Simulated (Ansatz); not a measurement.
Ionic part of the dielectric constant of Li2S, mode by mode

The calculation used DFT PBE, scalar-relativistic, plane waves, PAW in Ansatz. Plane waves to 420 eV; Γ-centred k mesh 8×8×8; fixed occupations. No spin polarisation. Phonons by linear response, acoustic sum rule imposed.

The structure is cubic, space group Fm-3m (No. 225). The conventional cell has a = 5.706 Å, b = 5.706 Å, c = 5.706 Å, α = 90.00°, β = 90.00°, γ = 90.00°. Li (site symmetry -43m) has 4 S at 2.47 Å as nearest neighbours. S (site symmetry m-3m) is surrounded by 8 Li at 2.47 Å.

The primitive cell has V = 46.44 Å³ and ε∞,xx = 3.871. Each polar mode adds Δε = (4.92064×10⁷/V)·S/ν² along x, with S its oscillator strength in e²/amu, ν in cm⁻¹ and V in Å³.

Question: From these modes, find each Δε and ε0,xx.
```tsv
ν (cm⁻¹)	S_xx (e²/amu)
318.6	0.3732
```

Answer:
| ν (cm⁻¹) | Δε |
| --- | --- |
| 318.6 | 3.90 |

The sum is 3.895, so ε0,xx = 7.77; the run's tensor has 7.77.

Question: Where do the longitudinal modes lie for a wave vector along x?

Answer: At 451 cm⁻¹. The Lyddane–Sachs–Teller product Π(ν_LO/ν_TO)² = 2.01 matches ε0/ε∞ = 2.01.